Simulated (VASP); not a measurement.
# BaTiO3 (Pm-3m) in VASP: further runs

Runs on BaTiO3. Level: PBEsol. Tasks: relaxation of cell and atoms.

All numbers are computed with VASP 6.6.1; they aren't measurements. Logs are shortened: lines on timing, memory, paths and dates and some standing lists are left out, and cuts for length are marked.

## (1) The crystal as given

Symmetry: Pm-3m, No. 221, cubic system. Conventional cell: a = 4.006 Å, b = 4.006 Å, c = 4.006 Å, α = 90.00°, β = 90.00°, γ = 90.00°. Ba (site symmetry m-3m) has 12 O at 2.83 Å as nearest neighbours. Ti (site symmetry m-3m) has 6 O at 2.00 Å as nearest neighbours. O (site symmetry 4/mmm) has 2 Ti at 2.00 Å as nearest neighbours.

The cell was built by a generator and needn't be a form met in nature.

## (2) Relaxation of cell and atoms, PBEsol

INCAR

```
SYSTEM = BaTiO3
PREC     = Accurate       ! precision mode
ENCUT    = 600            ! plane-wave cutoff, eV
EDIFF    = 1E-6           ! SCF threshold, eV
ISMEAR   = 0              ! smearing method
SIGMA    = 0.03           ! smearing width, eV
LREAL    = .FALSE.        ! projectors in reciprocal space
LASPH    = .TRUE.         ! aspherical terms in the spheres
NELM     = 80             ! most SCF steps
ALGO     = Normal         ! electronic algorithm
ISIF     = 3              ! what is computed and relaxed
LWAVE    = .FALSE.        ! write WAVECAR
LCHARG   = .FALSE.        ! write CHGCAR
GGA      = PS             ! functional
IBRION   = 2              ! ionic algorithm
NSW      = 90             ! ionic steps
EDIFFG   = -0.01          ! ionic threshold
KPAR     = 2
```

KPOINTS

```
regular mesh
0
G
  8 8 8
  0 0 0
```

POSCAR

```
BaTiO3
1.0
    4.0060000000      0.0000000000      0.0000000000
    0.0000000000      4.0060000000      0.0000000000
    0.0000000000      0.0000000000      4.0060000000
Ba Ti O
1 1 3
Direct
    0.5000000000      0.5000000000      0.5000000000
    0.0000000000      0.0000000000      0.0000000000
    0.5000000000      0.0000000000      0.0000000000
    0.0000000000      0.5000000000      0.0000000000
    0.0000000000      0.0000000000      0.5000000000
```

Potentials or basis: VASP PAW PBE potentials, release 64 (Ba_sv, Ti_sv, O).

Launch:

```console
$ cat potpaw_PBE.64/Ba_sv/POTCAR potpaw_PBE.64/Ti_sv/POTCAR potpaw_PBE.64/O/POTCAR > POTCAR
$ mpirun -np 2 vasp_std > vasp.out
```

OUTCAR:

```text
SYSTEM = BaTiO3
   PREC = Accurate
   ENCUT = 600
   EDIFF = 1E-6
   ISMEAR = 0
   LREAL = .FALSE.
   LASPH = .TRUE.
   NELM = 80
   ISIF = 3
   GGA = PS
   IBRION = 2
   NSW = 90
   EDIFFG = -0.01

 ion  position               nearest neighbor table
   1  0.500  0.500  0.500-   3 2.83   4 2.83   5 2.83   3 2.83   4 2.83   3 2.83   5 2.83   3 2.83
                             4 2.83   5 2.83   4 2.83   5 2.83   2 3.47   2 3.47   2 3.47   2 3.47
   2  0.000  0.000  0.000-   3 2.00   4 2.00   5 2.00   5 2.00   4 2.00   3 2.00   1 3.47   1 3.47
                             1 3.47   1 3.47   1 3.47   1 3.47   1 3.47   1 3.47
   3  0.500  0.000  0.000-   2 2.00   2 2.00   1 2.83   1 2.83   1 2.83   1 2.83
   4  0.000  0.500  0.000-   2 2.00   2 2.00   1 2.83   1 2.83   1 2.83   1 2.83
   5  0.000  0.000  0.500-   2 2.00   2 2.00   1 2.83   1 2.83   1 2.83   1 2.83

  LATTYP: Found a simple cubic cell.
 ALAT       =     4.0060000000

  Lattice vectors:

 A1 = (   4.0060000000,   0.0000000000,   0.0000000000)
 A2 = (   0.0000000000,   4.0060000000,   0.0000000000)
 A3 = (   0.0000000000,   0.0000000000,   4.0060000000)

Analysis of symmetry for initial positions (statically):
=====================================================================
 Subroutine PRICEL returns:
 Original cell was already a primitive cell.

 Routine SETGRP: Setting up the symmetry group for a
 simple cubic supercell.

 Subroutine GETGRP returns: Found 48 space group operations
 (whereof 48 operations were pure point group operations)
 out of a pool of 48 trial point group operations.

The static configuration has the point symmetry O_h .

Analysis of symmetry for dynamics (positions and initial velocities):
=====================================================================
 Subroutine PRICEL returns:
 Original cell was already a primitive cell.

 Routine SETGRP: Setting up the symmetry group for a
 simple cubic supercell.

 Subroutine GETGRP returns: Found 48 space group operations
 (whereof 48 operations were pure point group operations)
 out of a pool of 48 trial point group operations.

The dynamic configuration has the point symmetry O_h .

 Subroutine INISYM returns: Found 48 space group operations
 (whereof 48 operations are pure point group operations),
 and found     1 'primitive' translations

----------------------------------------------------------------------------------------

                                     Primitive cell

  volume of cell :      64.2884

  direct lattice vectors                    reciprocal lattice vectors
     4.006000000  0.000000000  0.000000000     0.249625562  0.000000000  0.000000000
     0.000000000  4.006000000  0.000000000     0.000000000  0.249625562  0.000000000
     0.000000000  0.000000000  4.006000000     0.000000000  0.000000000  0.249625562

  length of vectors
     4.006000000  4.006000000  4.006000000     0.249625562  0.249625562  0.249625562

  position of ions in fractional coordinates (direct lattice)
     0.500000000  0.500000000  0.500000000
     0.000000000  0.000000000  0.000000000
     0.500000000  0.000000000  0.000000000
     0.000000000  0.500000000  0.000000000
     0.000000000  0.000000000  0.500000000

  ion indices of the primitive-cell ions
   primitive index   ion index
                 1           1
                 2           2
                 3           3
                 4           4
                 5           5

----------------------------------------------------------------------------------------

 KPOINTS: regular mesh

Automatic generation of k-mesh.
 Grid dimensions read from file:
 generate k-points for:    8    8    8

 Generating k-lattice:

  Cartesian coordinates                     Fractional coordinates (reciprocal lattice)
     0.031203195  0.000000000  0.000000000     0.125000000  0.000000000  0.000000000
     0.000000000  0.031203195  0.000000000     0.000000000  0.125000000  0.000000000
     0.000000000  0.000000000  0.031203195     0.000000000  0.000000000  0.125000000

  Length of vectors
     0.031203195  0.031203195  0.031203195

  Shift w.r.t. Gamma in fractional coordinates (k-lattice)
     0.000000000  0.000000000  0.000000000

 Subroutine IBZKPT returns following result:
 ===========================================

 Found     35 irreducible k-points:

 Following reciprocal coordinates:
            Coordinates               Weight
  0.000000  0.000000  0.000000      1.000000
  0.125000  0.000000  0.000000      6.000000
  0.250000  0.000000  0.000000      6.000000
  0.375000  0.000000  0.000000      6.000000
  0.500000  0.000000  0.000000      3.000000
  0.125000  0.125000  0.000000     12.000000
[... 16 lines left out ...]
  0.375000  0.375000  0.125000     24.000000
  0.500000  0.375000  0.125000     24.000000
 [... further k-points ...]
   k-points           NKPTS =     35   k-points in BZ     NKDIM =     35   number of bands    NBANDS=     24
   number of dos      NEDOS =    301   number of ions     NIONS =      5
   total plane-waves  NPLWV =  32768
   dimension x,y,z NGX =    32 NGY =   32 NGZ =   32
   dimension x,y,z NGXF=    64 NGYF=   64 NGZF=   64
   ions per type =               1   1   3
   NGX,Y,Z   is equivalent  to a cutoff of  13.28, 13.28, 13.28 a.u.
   NGXF,Y,Z  is equivalent  to a cutoff of  26.56, 26.56, 26.56 a.u.
 SYSTEM =  BaTiO3
   PREC   = accura    normal or accurate (medium, high low for compatibility)
   ISTART =      0    job   : 0-new  1-cont  2-samecut
   ICHARG =      2    charge: 1-file 2-atom 10-const
   ISPIN  =      1    spin polarized calculation?
   LNONCOLLINEAR =      F non collinear calculations
   LSORBIT =      F    spin-orbit coupling
   LASPH  =      T    aspherical Exc in radial PAW
   ENCUT  =  600.0 eV  44.10 Ry    6.64 a.u.   8.00  8.00  8.00*2*pi/ulx,y,z
   NELM   =     80;   NELMIN=  2; NELMDL= -5     # of ELM steps
   EDIFF  = 0.1E-05   stopping-criterion for ELM
   LREAL  =      F    real-space projection
   EDIFFG = -.1E-01   stopping-criterion for IOM
   NSW    =     90    number of steps for IOM
   IBRION =      2    ionic relax: 0-MD 1-quasi-New 2-CG
   NFREE  =      1    steps in history (QN), initial steepest desc. (CG)
   ISIF   =      3    stress and relaxation
   ISYM   =      2    0-nonsym 1-usesym 2-fastsym
   POTIM  = 0.5000    time-step for ionic-motion
   TEBEG  =    0.0;   TEEND  =   0.0 temperature during run
   PSTRESS=    0.0 pullay stress
   NELECT =      40.0000    total number of electrons
   NUPDOWN=      -1.0000    fix difference up-down
   EMIN   =  10.00;   EMAX   =-10.00  energy-range for DOS
   EFERMI =   0.00;   METHOD = LEGACY
   ISMEAR =     0;   SIGMA  =   0.03  broadening in eV -4-tet -1-fermi 0-gaus
   EFERMI_NEDOS =   21; number of points for ismear=-14 and -15
   IALGO  =     38    algorithm
   IMIX   =      4    mixing-type and parameters
     AMIX     =   0.40;   BMIX     =  1.00
     AMIX_MAG =   1.60;   BMIX_MAG =  1.00
  volume/ion in A,a.u.               =      12.86        86.77
  Fermi-wavevector in a.u.,A,eV,Ry     =   1.397603  2.641087 26.576187  1.953295
  Thomas-Fermi vector in A             =   2.520843
   LORBIT       =      0    0 simple, 1 ext, 2 COOP (PROOUT), +10 PAW based schemes
   GGA     = PS    functional components
   LHFCALC =     F    Hartree Fock is set to
   AEXX    =    0.0000 exact exchange contribution
   IVDW    =     0    specifies the selected vdW correction
   LEPSILON=     F    determine dielectric tensor
   LRPA    =     F    only Hartree local field effects (RPA)
 conjugate gradient relaxation of ions
 non-spin polarized calculation
 Gauss-broadening in eV      SIGMA  =   0.03
  energy-cutoff  :      600.00
  volume of cell :       64.29
 maximum number of plane-waves:      2176
   NGX = 17   NGY = 17   NGZ = 17

--------------------------------------- Ionic step        1  -------------------------------------------

 number of electron      39.9999998 magnetization

 Free energy of the ion-electron system (eV)
  ---------------------------------------------------
  ext. energy  EPLUGINS =         0.00000000
  ---------------------------------------------------
  free energy    TOTEN  =       -41.97915182 eV

  energy without entropy =      -41.97915182  energy(sigma->0) =      -41.97915182

------------------------ aborting loop because EDIFF is reached ----------------------------------------

  FORCE on cell =-STRESS in cart. coord.  units (eV):
  Direction    XX          YY          ZZ          XY          YZ          ZX
  --------------------------------------------------------------------------------------
  -------------------------------------------------------------------------------------
  Total       -1.1776369     -1.1776369     -1.1776369      0.0000000      0.0000000     -0.0000000
  in kB      -29.3487187    -29.3487187    -29.3487187      0.0000000      0.0000000     -0.0000000
  external PRESSURE =     -29.3487187 kB  Pullay stress =       0.0000000 kB
[... 63 lines left out ...]
  energy  without entropy=      -41.9790762592  energy(sigma->0) =      -41.97907626

--------------------------------------- Ionic step        3  -------------------------------------------

 number of electron      39.9999986 magnetization

 Free energy of the ion-electron system (eV)
  ---------------------------------------------------
  ext. energy  EPLUGINS =         0.00000000
  ---------------------------------------------------
  free energy    TOTEN  =       -41.98943879 eV

  energy without entropy =      -41.98943879  energy(sigma->0) =      -41.98943879

 E-fermi :   4.1223     XC(G=0): -11.5946

 val. band max:        3.8025947853   @ k =   0.5000   0.5000   0.5000
 cond. band min:       5.5304505478   @ k =   0.0000   0.0000   0.0000
 fundamental gap:      1.7278557625
 Fermi energy:         4.1223251096

 k-point     1 :       0.0000    0.0000    0.0000
  band No.  band energies     occupation
      1     -52.5048      2.00000
      2     -28.8375      2.00000
      3     -28.8375      2.00000
      4     -28.8375      2.00000
      5     -20.9230      2.00000
      6     -13.0459      2.00000
[... 637 lines left out ...]
     23       7.7161      0.00000
     24       9.1607      0.00000

 [... further k-points ...]

------------------------ aborting loop because EDIFF is reached ----------------------------------------

  FORCE on cell =-STRESS in cart. coord.  units (eV):
  Direction    XX          YY          ZZ          XY          YZ          ZX
  --------------------------------------------------------------------------------------
  -------------------------------------------------------------------------------------
  Total       -0.0012796     -0.0012796     -0.0012796      0.0000000     -0.0000000      0.0000000
  in kB       -0.0324444     -0.0324444     -0.0324444      0.0000000     -0.0000000      0.0000000
  external PRESSURE =      -0.0324444 kB  Pullay stress =       0.0000000 kB
[... 20 lines left out ...]
  FREE ENERGIE OF THE ION-ELECTRON SYSTEM (eV)
  ---------------------------------------------------
  free  energy   TOTEN  =       -41.9894387901 eV

  energy  without entropy=      -41.9894387901  energy(sigma->0) =      -41.98943879

 reached required accuracy - stopping structural energy minimisation
```

It took 28 s on 2 MPI ranks of Intel Xeon 6975P-C (Granite Rapids), shared host; peak memory 0.22 GiB.

What came out:

```yaml
Free_energy: -41.9894 eV
Relaxed_volume: 12.64 Å³/atom
Relaxed_cell: a = 3.983 Å, b = 3.983 Å, c = 3.983 Å, α = 90.00°, β = 90.00°, γ = 90.00°
Space_group_after_relaxing_to_0.05_Å: Pm-3m (No. 221)
Energy_gained_by_relaxing: 2.1 meV/atom
Ionic_steps: 3
Pressure_after_relaxing: 0.0 GPa
Band_gap_on_the_k_mesh: 1.73 eV, indirect (least direct gap 1.86 eV)
```

The path:
```tsv
step	energy change (eV)	largest force (eV/Å)	pressure (GPa)	volume (Å³)
1	0.0000	0.0000	-2.93	64.29
2	0.0001	0.0000	3.16	62.12
3	-0.0103	0.0000	0.00	63.19
```

Final structure:
```
Ba Ti O
1.0
     3.98308    0.00000    0.00000
     0.00000    3.98308    0.00000
     0.00000    0.00000    3.98308
Ba Ti O
1 1 3
Direct
  0.50000 0.50000 0.50000
  0.00000 0.00000 0.00000
  0.50000 0.00000 0.00000
  0.00000 0.50000 0.00000
  0.00000 0.00000 0.50000
```

Caveat: the PAW data sets were made with another functional, which shifts forces and pressure a little; spin-orbit coupling is left out, which moves the levels of the heavy elements.

[end of part 1 of 2]
